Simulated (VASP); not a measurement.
# TaN (Fm-3m) in VASP: further runs

One crystal, TaN, is run at these levels: LDA; tasks: equation of state.

All numbers are computed with VASP 6.6.1; they aren't measurements. Logs are shortened: lines on timing, memory, paths and dates and some standing lists are left out, and cuts for length are marked.

## Step 1: Starting point

Symmetry: Fm-3m, No. 225, cubic system. The conventional cell has a = 4.357 Å, b = 4.357 Å, c = 4.357 Å, α = 90.00°, β = 90.00°, γ = 90.00°. Around Ta (site symmetry m-3m) lie 6 N at 2.18 Å. N (site symmetry m-3m) is surrounded by 6 Ta at 2.18 Å.

The cell comes from a database or a generator and needn't be the stable form of this composition.

## Step 2: Equation of state, LDA, 9.93 Å³/atom (a relaxed cell with its volume scaled by 0.96)

The input, INCAR:

```
ALGO     = Normal         # electronic algorithm
EDIFF    = 1E-7           # SCF threshold, eV
ENCUT    = 520            # plane-wave cutoff, eV
ISIF     = 2              # what is computed and relaxed
ISMEAR   = -1             # smearing method
LASPH    = T              # aspherical terms in the spheres
LCHARG   = F              # write CHGCAR
LREAL    = F              # projectors in reciprocal space
LWAVE    = F              # write WAVECAR
NELM     = 60             # most SCF steps
PREC     = Accurate       # precision mode
SIGMA    = 0.05           # smearing width, eV
```

The input, KPOINTS:

```
k-points
0
Gamma
  8 8 8
```

The input, POSCAR:

```
TaN                                     
1.0
   -0.0000000000      2.1490958623      2.1490958623
    2.1490958623      0.0000000000      2.1490958623
    2.1490958623      2.1490958623      0.0000000000
  Ta              N             
     1     1
Direct
     0.5000000000000000    0.5000000000000000    0.5000000000000000
     0.0000000000000000    1.0000000000000000    1.0000000000000000
```

Potentials or basis: VASP PAW LDA potentials, release 64 (Ta_pv, N).

The run is started by

```
cat potpaw_LDA.64/Ta_pv/POTCAR potpaw_LDA.64/N/POTCAR > POTCAR
mpirun -np 1 vasp_std > vasp.out
```

OUTCAR:

```text
EDIFF = 1E-7
   ENCUT = 520
   ISIF = 2
   ISMEAR = -1
   LASPH = T
   LREAL = F
   NELM = 60
   PREC = Accurate

 ion  position               nearest neighbor table
   1  0.500  0.500  0.500-   2 2.15   2 2.15   2 2.15   2 2.15   2 2.15   2 2.15
   2  0.000  0.000  0.000-   1 2.15   1 2.15   1 2.15   1 2.15   1 2.15   1 2.15

  LATTYP: Found a face centered cubic cell.
 ALAT       =     4.2981917246

  Lattice vectors:

 A1 = (   0.0000000000,   2.1490958623,   2.1490958623)
 A2 = (   2.1490958623,   0.0000000000,   2.1490958623)
 A3 = (   2.1490958623,   2.1490958623,   0.0000000000)

Analysis of symmetry for initial positions (statically):
=====================================================================
 Subroutine PRICEL returns:
 Original cell was already a primitive cell.

 Routine SETGRP: Setting up the symmetry group for a
 face centered cubic supercell.

 Subroutine GETGRP returns: Found 48 space group operations
 (whereof 48 operations were pure point group operations)
 out of a pool of 48 trial point group operations.

The static configuration has the point symmetry O_h .

Analysis of symmetry for dynamics (positions and initial velocities):
=====================================================================
 Subroutine PRICEL returns:
 Original cell was already a primitive cell.

 Routine SETGRP: Setting up the symmetry group for a
 face centered cubic supercell.

 Subroutine GETGRP returns: Found 48 space group operations
 (whereof 48 operations were pure point group operations)
 out of a pool of 48 trial point group operations.

The dynamic configuration has the point symmetry O_h .

 Subroutine INISYM returns: Found 48 space group operations
 (whereof 48 operations are pure point group operations),
 and found     1 'primitive' translations

----------------------------------------------------------------------------------------

                                     Primitive cell

  volume of cell :      19.8517

  direct lattice vectors                    reciprocal lattice vectors
     0.000000000  2.149095862  2.149095862    -0.232655978  0.232655978  0.232655978
     2.149095862  0.000000000  2.149095862     0.232655978 -0.232655978  0.232655978
     2.149095862  2.149095862  0.000000000     0.232655978  0.232655978 -0.232655978

  length of vectors
     3.039280515  3.039280515  3.039280515     0.402971975  0.402971975  0.402971975

  position of ions in fractional coordinates (direct lattice)
     0.500000000  0.500000000  0.500000000
     0.000000000  0.000000000  0.000000000

  ion indices of the primitive-cell ions
   primitive index   ion index
                 1           1
                 2           2

----------------------------------------------------------------------------------------

 KPOINTS: k-points

Automatic generation of k-mesh.
 Grid dimensions read from file:
 generate k-points for:    8    8    8

 Generating k-lattice:

  Cartesian coordinates                     Fractional coordinates (reciprocal lattice)
    -0.029081997  0.029081997  0.029081997     0.125000000  0.000000000  0.000000000
     0.029081997 -0.029081997  0.029081997     0.000000000  0.125000000  0.000000000
     0.029081997  0.029081997 -0.029081997     0.000000000  0.000000000  0.125000000

  Length of vectors
     0.050371497  0.050371497  0.050371497

  Shift w.r.t. Gamma in fractional coordinates (k-lattice)
     0.000000000  0.000000000  0.000000000

 Subroutine IBZKPT returns following result:
 ===========================================

 Found     29 irreducible k-points:

 Following reciprocal coordinates:
            Coordinates               Weight
  0.000000  0.000000  0.000000      1.000000
  0.125000  0.000000  0.000000      8.000000
  0.250000  0.000000  0.000000      8.000000
  0.375000  0.000000  0.000000      8.000000
  0.500000  0.000000  0.000000      4.000000
  0.125000  0.125000  0.000000      6.000000
[... 16 lines left out ...]
  0.500000  0.250000  0.125000     48.000000
 -0.375000  0.250000  0.125000     24.000000
 [... further k-points ...]
   k-points           NKPTS =     29   k-points in BZ     NKDIM =     29   number of bands    NBANDS=     12
   number of dos      NEDOS =    301   number of ions     NIONS =      2
   total plane-waves  NPLWV =  13824
   dimension x,y,z NGX =    24 NGY =   24 NGZ =   24
   dimension x,y,z NGXF=    48 NGYF=   48 NGZF=   48
   ions per type =               1   1
   NGX,Y,Z   is equivalent  to a cutoff of  13.13, 13.13, 13.13 a.u.
   NGXF,Y,Z  is equivalent  to a cutoff of  26.26, 26.26, 26.26 a.u.
 SYSTEM =  unknown system
   PREC   = accura    normal or accurate (medium, high low for compatibility)
   ISTART =      0    job   : 0-new  1-cont  2-samecut
   ICHARG =      2    charge: 1-file 2-atom 10-const
   ISPIN  =      1    spin polarized calculation?
   LNONCOLLINEAR =      F non collinear calculations
   LSORBIT =      F    spin-orbit coupling
   LASPH  =      T    aspherical Exc in radial PAW
   ENCUT  =  520.0 eV  38.22 Ry    6.18 a.u.   5.65  5.65  5.65*2*pi/ulx,y,z
   NELM   =     60;   NELMIN=  2; NELMDL= -5     # of ELM steps
   EDIFF  = 0.1E-06   stopping-criterion for ELM
   LREAL  =      F    real-space projection
   EDIFFG = 0.1E-05   stopping-criterion for IOM
   NSW    =      0    number of steps for IOM
   IBRION =     -1    ionic relax: 0-MD 1-quasi-New 2-CG
   NFREE  =      0    steps in history (QN), initial steepest desc. (CG)
   ISIF   =      2    stress and relaxation
   ISYM   =      2    0-nonsym 1-usesym 2-fastsym
   POTIM  = 0.5000    time-step for ionic-motion
   TEBEG  =    0.0;   TEEND  =   0.0 temperature during run
   PSTRESS=    0.0 pullay stress
   NELECT =      16.0000    total number of electrons
   NUPDOWN=      -1.0000    fix difference up-down
   EMIN   =  10.00;   EMAX   =-10.00  energy-range for DOS
   EFERMI =   0.00;   METHOD = LEGACY
   ISMEAR =    -1;   SIGMA  =   0.05  broadening in eV -4-tet -1-fermi 0-gaus
   EFERMI_NEDOS =   21; number of points for ismear=-14 and -15
   IALGO  =     38    algorithm
   IMIX   =      4    mixing-type and parameters
     AMIX     =   0.40;   BMIX     =  1.00
     AMIX_MAG =   1.60;   BMIX_MAG =  1.00
  volume/ion in A,a.u.               =       9.93        66.98
  Fermi-wavevector in a.u.,A,eV,Ry     =   1.523523  2.879041 31.580790  2.321123
  Thomas-Fermi vector in A             =   2.631955
   LORBIT       =      0    0 simple, 1 ext, 2 COOP (PROOUT), +10 PAW based schemes
   GGA     = CA    functional components
   LHFCALC =     F    Hartree Fock is set to
   AEXX    =    0.0000 exact exchange contribution
   IVDW    =     0    specifies the selected vdW correction
   LEPSILON=     F    determine dielectric tensor
   LRPA    =     F    only Hartree local field effects (RPA)
 non-spin polarized calculation
  energy-cutoff  :      520.00
  volume of cell :       19.85
 maximum number of plane-waves:       544
   NGX = 11   NGY = 11   NGZ = 11

 number of electron      15.9999998 magnetization

 Free energy of the ion-electron system (eV)
  ---------------------------------------------------
  ext. energy  EPLUGINS =         0.00000000
  ---------------------------------------------------
  free energy    TOTEN  =       -24.08470363 eV

  energy without entropy =      -24.07877753  energy(sigma->0) =      -24.08174058

 E-fermi :  10.2630     XC(G=0): -14.0365

 val. band max:       10.2257328954   @ k =   0.0000   0.0000   0.0000
 cond. band min:      10.4428577419   @ k =  -0.3750   0.2500   0.1250
 fundamental gap:      0.2171248465
 Fermi energy:        10.2630498251

 k-point     1 :       0.0000    0.0000    0.0000
  band No.  band energies     occupation
      1     -25.2136      2.00000
      2     -25.2136      2.00000
      3     -25.2136      2.00000
      4      -8.9639      2.00000
      5       6.2488      2.00000
      6       6.2488      2.00000
      7       6.2488      2.00000
      8       7.8773      2.00000
      9       7.8773      2.00000
     10       7.8773      2.00000
     11      10.2257      1.35677
     12      10.2257      1.35676

 k-point     2 :       0.1250    0.0000    0.0000
  band No.  band energies     occupation
      1     -25.3935      2.00000
      2     -25.2291      2.00000
      3     -25.2291      2.00000
      4      -8.5307      2.00000
      5       4.6297      2.00000
      6       5.0782      2.00000
      7       5.0782      2.00000
      8       8.4534      2.00000
      9       8.4534      2.00000
     10       8.5432      2.00000
     11      11.7261      0.00000
     12      11.7261      0.00000

 k-point     3 :       0.2500    0.0000    0.0000
  band No.  band energies     occupation
      1     -25.8041      2.00000
      2     -25.2662      2.00000
      3     -25.2662      2.00000
      4      -7.4210      2.00000
      5       2.2398      2.00000
      6       3.5237      2.00000
      7       3.5237      2.00000
      8       9.4183      2.00000
      9       9.7555      1.99992
     10       9.7555      1.99992
     11      14.4785      0.00000
     12      14.4785      0.00000

 k-point     4 :       0.3750    0.0000    0.0000
  band No.  band energies     occupation
      1     -26.1861      2.00000
      2     -25.3029      2.00000
      3     -25.3029      2.00000
      4      -6.1060      2.00000
      5       0.2195      2.00000
      6       2.4883      2.00000
      7       2.4883      2.00000
      8      10.9020      0.00001
      9      11.4123      0.00000
     10      11.4123      0.00000
     11      15.6704      0.00000
     12      17.1229      0.00000

 k-point     5 :       0.5000    0.0000    0.0000
  band No.  band energies     occupation
      1     -26.3371      2.00000
      2     -25.3180      2.00000
      3     -25.3180      2.00000
      4      -5.4047      2.00000
      5      -0.6972      2.00000
      6       2.1319      2.00000
      7       2.1319      2.00000
      8      12.3124      0.00000
      9      12.3124      0.00000
     10      12.4346      0.00000
     11      14.3924      0.00000
     12      18.4738      0.00000
[... 228 lines left out ...]
      1     -26.1641      2.00000
      2     -25.5850      2.00000
      3     -25.5850      2.00000
      4      -7.6868      2.00000
      5       3.5607      2.00000
      6       4.2469      2.00000
      7       5.4957      2.00000
      8       5.4957      2.00000
      9      12.4967      0.00000
     10      14.1488      0.00000
     11      14.1488      0.00000
     12      15.6048      0.00000

 k-point    22 :       0.3750    0.2500    0.1250
  band No.  band energies     occupation
      1     -25.8787      2.00000
      2     -25.4730      2.00000
      3     -25.3264      2.00000
      4      -7.0444      2.00000
      5       1.3669      2.00000
      6       3.4953      2.00000
      7       3.9269      2.00000
      8       7.8118      2.00000
      9      11.5925      0.00000
     10      12.0221      0.00000
     11      12.6931      0.00000
     12      15.1384      0.00000

 k-point    23 :       0.5000    0.2500    0.1250
  band No.  band energies     occupation
      1     -26.0782      2.00000
      2     -25.5784      2.00000
      3     -25.3819      2.00000
      4      -6.4418      2.00000
      5       0.8551      2.00000
      6       2.7674      2.00000
      7       3.2899      2.00000
      8       8.9601      2.00000
      9      12.3417      0.00000
     10      12.5695      0.00000
     11      14.3305      0.00000
     12      16.9552      0.00000

 k-point    24 :      -0.3750    0.2500    0.1250
  band No.  band energies     occupation
      1     -26.1634      2.00000
      2     -25.6061      2.00000
      3     -25.4156      2.00000
      4      -6.1945      2.00000
      5       0.6277      2.00000
      6       2.7907      2.00000
      7       2.8176      2.00000
      8      10.4429      0.05339
      9      10.9347      0.00000
     10      13.1021      0.00000
     11      16.0281      0.00000
     12      17.1830      0.00000

 [... further k-points ...]

------------------------ aborting loop because EDIFF is reached ----------------------------------------

  FORCE on cell =-STRESS in cart. coord.  units (eV):
  Direction    XX          YY          ZZ          XY          YZ          ZX
  --------------------------------------------------------------------------------------
  -------------------------------------------------------------------------------------
  Total        2.0728224      2.0728224      2.0728224      0.0000000      0.0000000      0.0000000
  in kB      167.2920533    167.2920533    167.2920533      0.0000000      0.0000000      0.0000000
  external PRESSURE =     167.2920533 kB  Pullay stress =       0.0000000 kB

 VOLUME and BASIS-vectors are now :
 -----------------------------------------------------------------------------
  energy-cutoff  :      520.00
  volume of cell :       19.85
      direct lattice vectors                 reciprocal lattice vectors
     0.000000000  2.149095862  2.149095862    -0.232655978  0.232655978  0.232655978
     2.149095862  0.000000000  2.149095862     0.232655978 -0.232655978  0.232655978
     2.149095862  2.149095862  0.000000000     0.232655978  0.232655978 -0.232655978

 POSITION                                       TOTAL-FORCE (eV/Angst)
 -----------------------------------------------------------------------------------
      2.14910      2.14910      2.14910        -0.000000     -0.000000      0.000000
      0.00000      0.00000      0.00000         0.000000      0.000000     -0.000000
 -----------------------------------------------------------------------------------
    total drift:                                0.000000     -0.000000     -0.000000

  FREE ENERGIE OF THE ION-ELECTRON SYSTEM (eV)
  ---------------------------------------------------
  free  energy   TOTEN  =       -24.0847036338 eV

  energy  without entropy=      -24.0787775338  energy(sigma->0) =      -24.08174058
```

Wall time 5.2 s (1 thread of Intel Xeon Platinum 8259CL at 2.50GHz (Skylake/Cascade Lake), shared host); peak memory 0.13 GiB.

What came out:

* Free energy: -24.0847 eV
* Pressure: 16.7 GPa

Caveat: the bands computed are all filled at some k points, so no gap is given.

## Step 3: Equation of state, LDA, 10.13 Å³/atom (a relaxed cell with its volume scaled by 0.98)

INCAR is that of step 2.

KPOINTS is that of step 2.

The input, POSCAR:

```
TaN                                     
1.0
   -0.0000000000      2.1639176815      2.1639176815
    2.1639176815      0.0000000000      2.1639176815
    2.1639176815      2.1639176815      0.0000000000
  Ta              N             
     1     1
Direct
     0.5000000000000000    0.5000000000000000    0.5000000000000000
     0.0000000000000000    1.0000000000000000    1.0000000000000000
```

Potentials or basis: VASP PAW LDA potentials, release 64 (Ta_pv, N).

The run is started by

```
cat potpaw_LDA.64/Ta_pv/POTCAR potpaw_LDA.64/N/POTCAR > POTCAR
mpirun -np 1 vasp_std > vasp.out
```

Wall time 5.5 s (1 thread of Intel Xeon Platinum 8259CL at 2.50GHz (Skylake/Cascade Lake), shared host); peak memory 0.13 GiB.

Results (log left out):

- Free energy: -24.1167 eV
- Pressure: 7.9 GPa

Caveat: the bands computed are all filled at some k points, so no gap is given.

## Step 4: Equation of state, LDA, 10.34 Å³/atom

INCAR is that of step 3.

KPOINTS is that of step 3.

The input, POSCAR:

```
TaN                                     
1.0
   -0.0000000000      2.1785391904      2.1785391904
    2.1785391904      0.0000000000      2.1785391904
    2.1785391904      2.1785391904      0.0000000000
  Ta              N             
     1     1
Direct
     0.5000000000000000    0.5000000000000000    0.5000000000000000
     0.0000000000000000    1.0000000000000000    1.0000000000000000
```

The run is started by

```
cat potpaw_LDA.64/Ta_pv/POTCAR potpaw_LDA.64/N/POTCAR > POTCAR
mpirun -np 1 vasp_std > vasp.out
```

Wall time 5.3 s (1 thread of Intel Xeon Platinum 8259CL at 2.50GHz (Skylake/Cascade Lake), shared host); peak memory 0.13 GiB.

It converged, with:

```yaml
Free_energy: -24.1271 eV
Pressure: 0.0 GPa
```

Caveat: the bands computed are all filled at some k points, so no gap is given.

## Step 5: Equation of state, LDA, 10.55 Å³/atom (a relaxed cell with its volume scaled by 1.02)

INCAR is that of step 4.

KPOINTS is that of step 4.

The input, POSCAR:

```
TaN                                     
1.0
   -0.0000000000      2.1929670228      2.1929670228
    2.1929670228      0.0000000000      2.1929670228
    2.1929670228      2.1929670228      0.0000000000
  Ta              N             
     1     1
Direct
     0.5000000000000000    0.5000000000000000    0.5000000000000000
     0.0000000000000000    1.0000000000000000    1.0000000000000000
```

The run is started by

```
cat potpaw_LDA.64/Ta_pv/POTCAR potpaw_LDA.64/N/POTCAR > POTCAR
mpirun -np 1 vasp_std > vasp.out
```

Wall time 6.2 s (1 thread of Intel Xeon Platinum 8259CL at 2.50GHz (Skylake/Cascade Lake), shared host); peak memory 0.13 GiB.

It converged, with:

| Property | Result |
| --- | --- |
| Free energy | -24.1180 eV |
| Pressure | -7.1 GPa |

Caveat: the bands computed are all filled at some k points, so no gap is given.

## Step 6: Equation of state, LDA, 10.75 Å³/atom (a relaxed cell with its volume scaled by 1.04)

INCAR is that of step 5.

KPOINTS is that of step 5.

The input, POSCAR:

```
TaN                                     
1.0
   -0.0000000000      2.2072074674      2.2072074674
    2.2072074674      0.0000000000      2.2072074674
    2.2072074674      2.2072074674      0.0000000000
  Ta              N             
     1     1
Direct
     0.5000000000000000    0.5000000000000000    0.5000000000000000
     0.0000000000000000    1.0000000000000000    1.0000000000000000
```

Potentials or basis: VASP PAW LDA potentials, release 64 (Ta_pv, N).

The run is started by

```
cat potpaw_LDA.64/Ta_pv/POTCAR potpaw_LDA.64/N/POTCAR > POTCAR
mpirun -np 1 vasp_std > vasp.out
```

It took 7.2 s on 1 thread of Intel Xeon Platinum 8259CL at 2.50GHz (Skylake/Cascade Lake), shared host; peak memory 0.13 GiB.

Results (log left out):

```yaml
Free_energy: -24.0916 eV
Pressure: -13.5 GPa
```

Caveat: the bands computed are all filled at some k points, so no gap is given.

## Step 7: Equation of state, LDA

Potentials or basis: VASP PAW LDA potentials, release 64 (Ta_pv, N).

This step only gathers the single runs of the series.

What came out:

- Equilibrium volume: 10.34 Å³/atom
- Bulk modulus: 374 GPa
- Pressure derivative of the bulk modulus: 4.6 (rough: it moves with the points fitted)

Energy against volume, from the lowest point:
| volume (Å³/atom) | energy (meV/atom) |
| --- | --- |
| 9.926 | 21.17 |
| 10.133 | 5.17 |
| 10.339 | 0.00 |
| 10.546 | 4.53 |
| 10.753 | 17.71 |
